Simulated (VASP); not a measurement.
# RbBr (Fm-3m) in VASP: further runs

The runs below take RbBr through single point, with r2SCAN.

Program: VASP 6.6.1. These are calculated values, not measurements. Logs are shortened: lines on timing, memory, paths and dates and some standing lists are left out, and cuts for length are marked.

**1. The crystal as given**

Symmetry: Fm-3m, No. 225, cubic system. Conventional cell: a = 6.854 Å, b = 6.854 Å, c = 6.854 Å, α = 90.00°, β = 90.00°, γ = 90.00°. Rb (site symmetry m-3m) has 6 Br at 3.43 Å as nearest neighbours. Br (site symmetry m-3m) has 6 Rb at 3.43 Å as nearest neighbours.

**2. Single point, r2SCAN**

File INCAR:

```
SYSTEM = RbBr
PREC = Accurate
ENCUT = 400
EDIFF = 1E-5
ISMEAR = 0
SIGMA = 0.05
LREAL = .FALSE.
LASPH = .TRUE.
NELM = 100
ALGO = Normal
ISIF = 2
LWAVE = .FALSE.
LCHARG = .FALSE.
METAGGA = R2SCAN
LMIXTAU = .TRUE.
ADDGRID = .FALSE.
```

File KPOINTS:

```
Automatic mesh
0
G
  5 5 5
  0 0 0
```

File POSCAR:

```
RbBr
1.0
    0.0000000000      3.4270000000      3.4270000000
    3.4270000000      0.0000000000      3.4270000000
    3.4270000000      3.4270000000      0.0000000000
Rb Br
1 1
Direct
    0.0000000000      0.0000000000      0.0000000000
    0.5000000000      0.5000000000      0.5000000000
```

Potentials or basis: VASP PAW PBE potentials, release 64 (Rb_sv, Br).

Run with:

```sh
> cat potpaw_PBE.64/Rb_sv/POTCAR potpaw_PBE.64/Br/POTCAR > POTCAR
> mpirun -np 1 vasp_std > vasp.out
```

OUTCAR:

```text
SYSTEM = RbBr
   PREC = Accurate
   ENCUT = 400
   EDIFF = 1E-5
   ISMEAR = 0
   LREAL = .FALSE.
   LASPH = .TRUE.
   NELM = 100
   ISIF = 2
   METAGGA = R2SCAN

 Found     10 irreducible k-points:

 Following reciprocal coordinates:
            Coordinates               Weight
  0.000000  0.000000  0.000000      1.000000
  0.200000  0.000000  0.000000      8.000000
  0.400000  0.000000  0.000000      8.000000
  0.200000  0.200000  0.000000      6.000000
  0.400000  0.200000  0.000000     24.000000
 -0.400000  0.200000  0.000000     24.000000
   k-points           NKPTS =     10   k-points in BZ     NKDIM =     10   number of bands    NBANDS=     12
   number of dos      NEDOS =    301   number of ions     NIONS =      2
   total plane-waves  NPLWV =  32768
   dimension x,y,z NGX =    32 NGY =   32 NGZ =   32
   dimension x,y,z NGXF=    64 NGYF=   64 NGZF=   64
   ions per type =               1   1
   NGX,Y,Z   is equivalent  to a cutoff of  10.98, 10.98, 10.98 a.u.
   NGXF,Y,Z  is equivalent  to a cutoff of  21.95, 21.95, 21.95 a.u.
 SYSTEM =  RbBr
   PREC   = accura    normal or accurate (medium, high low for compatibility)
   ISTART =      0    job   : 0-new  1-cont  2-samecut
   ICHARG =      2    charge: 1-file 2-atom 10-const
   ISPIN  =      1    spin polarized calculation?
   LNONCOLLINEAR =      F non collinear calculations
   LSORBIT =      F    spin-orbit coupling
   LASPH  =      T    aspherical Exc in radial PAW
   ENCUT  =  400.0 eV  29.40 Ry    5.42 a.u.   7.90  7.90  7.90*2*pi/ulx,y,z
   NELM   =    100;   NELMIN=  2; NELMDL= -5     # of ELM steps
   EDIFF  = 0.1E-04   stopping-criterion for ELM
   LREAL  =      F    real-space projection
   EDIFFG = 0.1E-03   stopping-criterion for IOM
   NSW    =      0    number of steps for IOM
   IBRION =     -1    ionic relax: 0-MD 1-quasi-New 2-CG
   NFREE  =      0    steps in history (QN), initial steepest desc. (CG)
   ISIF   =      2    stress and relaxation
   ISYM   =      2    0-nonsym 1-usesym 2-fastsym
   POTIM  = 0.5000    time-step for ionic-motion
   TEBEG  =    0.0;   TEEND  =   0.0 temperature during run
   PSTRESS=    0.0 pullay stress
   NELECT =      16.0000    total number of electrons
   NUPDOWN=      -1.0000    fix difference up-down
   EMIN   =  10.00;   EMAX   =-10.00  energy-range for DOS
   EFERMI =   0.00;   METHOD = LEGACY
   ISMEAR =     0;   SIGMA  =   0.05  broadening in eV -4-tet -1-fermi 0-gaus
   EFERMI_NEDOS =   21; number of points for ismear=-14 and -15
   IALGO  =     38    algorithm
   IMIX   =      4    mixing-type and parameters
     AMIX     =   0.40;   BMIX     =  1.00
     AMIX_MAG =   1.60;   BMIX_MAG =  1.00
  volume/ion in A,a.u.               =      40.25       271.61
  Fermi-wavevector in a.u.,A,eV,Ry     =   0.955412  1.805467 12.419564  0.912812
  Thomas-Fermi vector in A             =   2.084247
   LORBIT       =      0    0 simple, 1 ext, 2 COOP (PROOUT), +10 PAW based schemes
   METAGGA = R2SCAN    functional components
   LHFCALC =     F    Hartree Fock is set to
   AEXX    =    0.0000 exact exchange contribution
   IVDW    =     0    specifies the selected vdW correction
   LEPSILON=     F    determine dielectric tensor
   LRPA    =     F    only Hartree local field effects (RPA)
 non-spin polarized calculation
 Gauss-broadening in eV      SIGMA  =   0.05
  energy-cutoff  :      400.00
  volume of cell :       80.50
 maximum number of plane-waves:      1476
   NGX = 15   NGY = 15   NGZ = 15

 number of electron      15.9999999 magnetization

 Free energy of the ion-electron system (eV)
  ---------------------------------------------------
  ext. energy  EPLUGINS =         0.00000000
  ---------------------------------------------------
  free energy    TOTEN  =       -31.15152725 eV

  energy without entropy =      -31.15152725  energy(sigma->0) =      -31.15152725

 E-fermi :  -1.8320     XC(G=0):  -7.6320

 val. band max:       -2.1585358901   @ k =   0.0000   0.0000   0.0000
 cond. band min:       2.8105431241   @ k =   0.0000   0.0000   0.0000
 fundamental gap:      4.9690790142
 Fermi energy:        -1.8320285675

 k-point     1 :       0.0000    0.0000    0.0000
  band No.  band energies     occupation
      1     -27.3129      2.00000
      2     -14.7723      2.00000
      3     -10.8421      2.00000
      4     -10.8421      2.00000
      5     -10.8421      2.00000
      6      -2.1586      2.00000
      7      -2.1585      2.00000
      8      -2.1585      2.00000
      9       2.8105      0.00000
     10       5.7218      0.00000
     11       5.7218      0.00000
     12       5.7218      0.00000

 k-point     2 :       0.2000    0.0000    0.0000
  band No.  band energies     occupation
      1     -27.3095      2.00000
      2     -14.7870      2.00000
      3     -10.8443      2.00000
      4     -10.8443      2.00000
      5     -10.8235      2.00000
      6      -2.5505      2.00000
      7      -2.2853      2.00000
      8      -2.2852      2.00000
      9       3.6809      0.00000
     10       5.5092      0.00000
     11       6.2106      0.00000
     12       6.2106      0.00000

 k-point     3 :       0.4000    0.0000    0.0000
  band No.  band energies     occupation
      1     -27.3040      2.00000
      2     -14.8105      2.00000
      3     -10.8478      2.00000
      4     -10.8478      2.00000
      5     -10.7935      2.00000
      6      -3.0542      2.00000
      7      -2.4761      2.00000
      8      -2.4761      2.00000
      9       4.9599      0.00000
     10       5.9147      0.00000
     11       7.5184      0.00000
     12       7.5184      0.00000

 k-point     4 :       0.2000    0.2000    0.0000
  band No.  band energies     occupation
      1     -27.3084      2.00000
      2     -14.7789      2.00000
      3     -10.8666      2.00000
      4     -10.8666      2.00000
      5     -10.8190      2.00000
      6      -2.6585      2.00000
      7      -2.2314      2.00000
      8      -2.2314      2.00000
      9       3.8047      0.00000
     10       4.8474      0.00000
     11       6.7385      0.00000
     12       6.7385      0.00000

 k-point     5 :       0.4000    0.2000    0.0000
  band No.  band energies     occupation
      1     -27.3038      2.00000
      2     -14.7783      2.00000
      3     -10.8815      2.00000
      4     -10.8766      2.00000
      5     -10.8483      2.00000
      6      -2.8511      2.00000
      7      -2.4309      2.00000
      8      -2.3633      2.00000
      9       4.7240      0.00000
     10       5.1192      0.00000
     11       7.6857      0.00000
     12       7.8867      0.00000

 k-point     6 :      -0.4000    0.2000    0.0000
  band No.  band energies     occupation
      1     -27.3020      2.00000
      2     -14.7859      2.00000
      3     -10.9170      2.00000
      4     -10.8606      2.00000
      5     -10.8219      2.00000
      6      -2.9479      2.00000
      7      -2.5014      2.00000
      8      -2.4910      2.00000
      9       5.2684      0.00000
     10       5.9003      0.00000
     11       7.4427      0.00000
     12       7.8711      0.00000

 [... further k-points ...]

------------------------ aborting loop because EDIFF is reached ----------------------------------------

  FORCE on cell =-STRESS in cart. coord.  units (eV):
  Direction    XX          YY          ZZ          XY          YZ          ZX
  --------------------------------------------------------------------------------------
  -------------------------------------------------------------------------------------
  Total        0.2344809      0.2344809      0.2344809     -0.0000000     -0.0000000      0.0000000
  in kB        4.6670855      4.6670855      4.6670855     -0.0000000     -0.0000000      0.0000000
  external PRESSURE =       4.6670855 kB  Pullay stress =       0.0000000 kB

 VOLUME and BASIS-vectors are now :
 -----------------------------------------------------------------------------
  energy-cutoff  :      400.00
  volume of cell :       80.50
      direct lattice vectors                 reciprocal lattice vectors
     0.000000000  3.427000000  3.427000000    -0.145900204  0.145900204  0.145900204
     3.427000000  0.000000000  3.427000000     0.145900204 -0.145900204  0.145900204
     3.427000000  3.427000000  0.000000000     0.145900204  0.145900204 -0.145900204

 POSITION                                       TOTAL-FORCE (eV/Angst)
 -----------------------------------------------------------------------------------
      0.00000      0.00000      0.00000         0.000000      0.000000      0.000000
      3.42700      3.42700      3.42700        -0.000000     -0.000000     -0.000000
 -----------------------------------------------------------------------------------
    total drift:                                0.000000     -0.000000     -0.000000

  FREE ENERGIE OF THE ION-ELECTRON SYSTEM (eV)
  ---------------------------------------------------
  free  energy   TOTEN  =       -31.1515272519 eV

  energy  without entropy=      -31.1515272519  energy(sigma->0) =      -31.15152725
```

Run time: 54 s. Hardware: 1 thread of AMD EPYC 7R13 (Zen 3), shared host; peak memory 0.15 GiB.

The run converged, but some of its settings lie outside the range that counts as converged, so its numbers aren't taken as properties of the crystal.

Results:

```yaml
Free_energy: -31.1515 eV
Pressure: 0.5 GPa
Band_gap_on_the_k_mesh: 4.97 eV, direct
```

Caveat: the PAW data sets were made with another functional, which shifts forces and pressure a little.

**3. Single point, r2SCAN**

INCAR, as its differences from that of step 2:

```diff
@@ -3,3 +3,3 @@
 ENCUT = 400
-EDIFF = 1E-5
+EDIFF = 1E-6
 ISMEAR = 0
@@ -15,2 +15,2 @@
 LMIXTAU = .TRUE.
-ADDGRID = .FALSE.
+ADDGRID = .TRUE.
```

KPOINTS is that of step 2.

POSCAR is that of step 2.

Potentials or basis: VASP PAW PBE potentials, release 64 (Rb_sv, Br).

Run with:

```sh
> cat potpaw_PBE.64/Rb_sv/POTCAR potpaw_PBE.64/Br/POTCAR > POTCAR
> mpirun -np 1 vasp_std > vasp.out
```

Wall time 67 s (1 thread of AMD EPYC 7R13 (Zen 3), shared host); peak memory 0.22 GiB.

These settings aren't checked as converged: the numbers below hold their error.

What came out:

- Free energy: -31.1515 eV
- Pressure: 0.5 GPa
- Band gap on the k mesh: 4.97 eV, direct

Caveat: the PAW data sets were made with another functional, which shifts forces and pressure a little.

**4. For comparison**

An earlier run on the cell as given: functional PBE; potentials or basis VASP PAW PBE potentials, release 64 (Rb_sv, Br); cutoff 520 eV; k mesh 7 × 7 × 7; occupations fermi-dirac, width 0.05 eV; no spin polarisation.

* Pressure: 1.0 GPa
* Band gap on the k mesh: 4.36 eV, direct
